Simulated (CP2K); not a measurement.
Crystal: TiO2 (Anatase).

```
Ti O
1.0
     5.45820    0.00000    0.00000
     2.83460    4.66444    0.00000
    -4.14640   -2.33222    2.67583
Ti O
2 4
Direct
  0.75000 0.25000 0.50000
  0.00000 0.00000 0.00000
  0.79190 0.79190 0.00000
  0.54190 0.04190 0.50000
  0.95810 0.45810 0.50000
  0.20810 0.20810 0.00000
```

Program: CP2K 2026.2. Alike in all runs: task atomic charges; potentials or basis POTENTIAL_UZH Ti GTH-PBE-q12, O GTH-PBE-q6; DZVP-MOLOPT-PBE-GTH basis; no spin polarisation; cell as given; k mesh 10 × 10 × 10; smearing fermi-dirac 0.05 eV.

Question: Order these runs on this cell by their pressure, lowest first.
A. level MS2
B. level rev-vdW-DF2; cutoff of the non-local correlation (Ry) 150 Ry
C. level PW91
D. level LDA

Answer: D (-3.3 GPa), A (1.9 GPa), B (3.7 GPa), C (5.7 GPa).

Caveats: the potentials were made for another functional, which shifts forces and pressure; the basis of atomic orbitals isn't converged, which shifts pressures, moduli and gaps.

Runs at the PBE level aren't shown here.
